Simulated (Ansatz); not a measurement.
Born–Oppenheimer molecular dynamics of a periodic cell of 24 atoms, Li2O (host Li2O, host structure Fm-3m). It starts from a structure without forces on its atoms.

All numbers below come from DFT LDA, scalar-relativistic, plane waves, PAW (Ansatz). Settings: cutoff 420 eV, k mesh 2x2x2, fermi-dirac smearing 0.05 eV, no spin polarisation.

| Quantity | Value |
| --- | --- |
| ensemble | NVT, Nosé–Hoover chain |
| time step | 1 fs |
| steps asked | 400 |
| set temperature | 1920 K |
| thermostat | time constant 200 fs, chain length 3 |
| seed | 333304 |

First frame:

```xyz
24
Lattice="0.0000 4.6662 4.6662 4.6662 0.0000 4.6662 4.6662 4.6662 0.0000" Properties=species:S:1:pos:R:3
Li 1.167 1.167 1.167
Li 3.500 3.500 3.500
O 0.000 0.000 0.000
Li 3.500 3.500 1.167
Li 5.833 5.833 3.500
O 2.333 2.333 0.000
Li 3.500 1.167 3.500
Li 5.833 3.500 5.833
O 2.333 0.000 2.333
Li 5.833 3.500 3.500
Li 8.166 5.833 5.833
O 4.666 2.333 2.333
Li 1.167 3.500 3.500
Li 3.500 5.833 5.833
O 0.000 2.333 2.333
Li 3.500 5.833 3.500
Li 5.833 8.166 5.833
O 2.333 4.666 2.333
Li 3.500 3.500 5.833
Li 5.833 5.833 8.166
O 2.333 2.333 4.666
Li 5.833 5.833 5.833
Li 8.166 8.166 8.166
O 4.666 4.666 4.666
```

**Question.** What does the run give?

**Answer.** The run went to its last step.

| Property | Result |
| --- | --- |
| steps done | 400 |
| time covered | 400 fs |
| mean temperature over the second half | 1289 K |
| spread of the potential energy over the second half | 19.0 meV per atom |
| mean potential energy of the second half above the start | 163.4 meV per atom |

The conserved energy stayed within 0.34 meV per atom of its start (net change 0.26 meV per atom), so the integration is sound. The mean temperature of the second half is 33 % below the set value. A run of 0.4 ps of so small a system gives no equilibrium averages. Limits of this set-up: coarse k mesh.

**Question.** What happens to the structure?

**Answer.** Mean squared displacements from the first frame to the last, about the centre of mass: Li 0.11 Å², O 0.04 Å². The details hang on the random start.

**Question.** How do temperature and energy run in time?

**Answer.** 
| time (fs) | T (K) | potential energy less start (eV) | conserved less start (meV/atom) |
| --- | --- | --- | --- |
| 0.0 | 1920 | 0.000 | 0.00 |
| 20.0 | 466 | 4.334 | 0.26 |
| 40.0 | 770 | 3.461 | 0.22 |
| 60.0 | 1064 | 2.666 | 0.17 |
| 80.0 | 1060 | 2.788 | 0.19 |
| 100.0 | 1004 | 3.095 | 0.19 |
| 120.0 | 1030 | 3.176 | 0.17 |
| 140.0 | 1026 | 3.379 | 0.24 |
| 160.0 | 1284 | 2.832 | 0.17 |
| 180.0 | 1008 | 3.813 | 0.17 |
| 200.0 | 1189 | 3.460 | 0.21 |
| 220.0 | 956 | 4.316 | 0.27 |
| 240.0 | 1177 | 3.801 | 0.26 |
| 260.0 | 1066 | 4.270 | 0.26 |
| 280.0 | 1261 | 3.830 | 0.30 |
| 300.0 | 1335 | 3.779 | 0.24 |
| 320.0 | 1235 | 4.202 | 0.20 |
| 340.0 | 1554 | 3.425 | 0.21 |
| 360.0 | 1335 | 4.234 | 0.22 |
| 380.0 | 1637 | 3.524 | 0.19 |
| 400.0 | 1629 | 3.734 | 0.26 |

The run took 20 min on 1 thread of Arm Neoverse V1 (shared host), peak memory 0.49 GiB.
